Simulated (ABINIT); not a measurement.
Crystal: P.

```
P
1.0
     1.64774   -5.46504    0.00000
     1.64774    5.46504    0.00000
     0.00000    0.00000    4.54364
P
4
Direct
  0.90414 0.09586 0.58882
  0.09586 0.90414 0.41118
  0.59586 0.40414 0.08882
  0.40414 0.59586 0.91118
```

Base run:

| Item | Value |
| --- | --- |
| Program | ABINIT 10.8.3 (patched build) |
| Functional | PBE |
| Potentials or basis | PseudoDojo NC SR PBE v0.4.1 standard |
| Cutoff | 490 eV |
| k mesh | 6 × 6 × 4 |
| Occupations | fermi-dirac, width 0.05 eV |
| Spin | no spin polarisation |

Its results: band gap on the k mesh 0.09 eV, direct; pressure 2.1 GPa; largest force 0.359 eV/Å.

**Question.** The run is repeated on the same cell with these changes: functional from PBE to revPBE; cutoff from 490 eV to 599 eV. What comes out?

**Answer.** Band gap on the k mesh 0.15 eV, direct; pressure 3.0 GPa; largest force 0.322 eV/Å.

revPBE binds less tightly than PBE, so the same cell stands under more pressure.

Caveats: the cutoff is short for stress, so the pressure is rough (some runs); the potentials were made for another functional, which shifts forces and pressure (some runs).

A k mesh can miss the band edges.
